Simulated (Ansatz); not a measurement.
Fluorite SrF₂, treated with PBEsol (plane waves, PAW; Ansatz, an electronic-structure program).

Numerical settings: plane-wave cutoff 520 eV, 10×10×10 k mesh, Fermi–Dirac smearing 0.01 eV, scalar-relativistic PAW data made under PBE.

Cell (relaxed at this level):

```cif
data_F2Sr
_chemical_formula_sum 'Sr1 F2'
_space_group_name_H-M_alt 'P 1'
_space_group_IT_number 1
_cell_length_a 4.07154
_cell_length_b 4.07154
_cell_length_c 4.07154
_cell_angle_alpha 60.000
_cell_angle_beta 60.000
_cell_angle_gamma 60.000
loop_
_space_group_symop_operation_xyz
  'x, y, z'
loop_
_atom_site_label
_atom_site_type_symbol
_atom_site_fract_x
_atom_site_fract_y
_atom_site_fract_z
_atom_site_occupancy
Sr1 Sr 0.00000 0.00000 0.00000 1
F1 F 0.25000 0.25000 0.25000 1
F2 F 0.75000 0.75000 0.75000 1
```

**Question.** What does this level give for the bulk modulus, band gap, smallest direct gap on the k points sampled and pressure derivative B′ of the bulk modulus?

**Answer.** 
- bulk modulus = 72.9 GPa
- band gap = 6.90 eV
- smallest direct gap on the k points sampled = 7.00 eV
- pressure derivative B′ of the bulk modulus = 4.7

Measured, for comparison: band gap 11.1 eV (temperature not stated, not corrected to a static lattice; as tabulated in Aguado et al. (1999), arXiv:cond-mat/9901145); bulk modulus 69 GPa (temperature not stated, not corrected to a static lattice; as tabulated in On the Morphology of Group II Metal Fluoride Nanocrystals at Finite Temperature …). Computed (rounded) less measured: bulk modulus +6 %. A static lattice is as a rule a little smaller and stiffer than an uncorrected measurement, which narrows the difference in the bulk modulus and would widen misses of the other sign.

Spin–orbit coupling is not included.
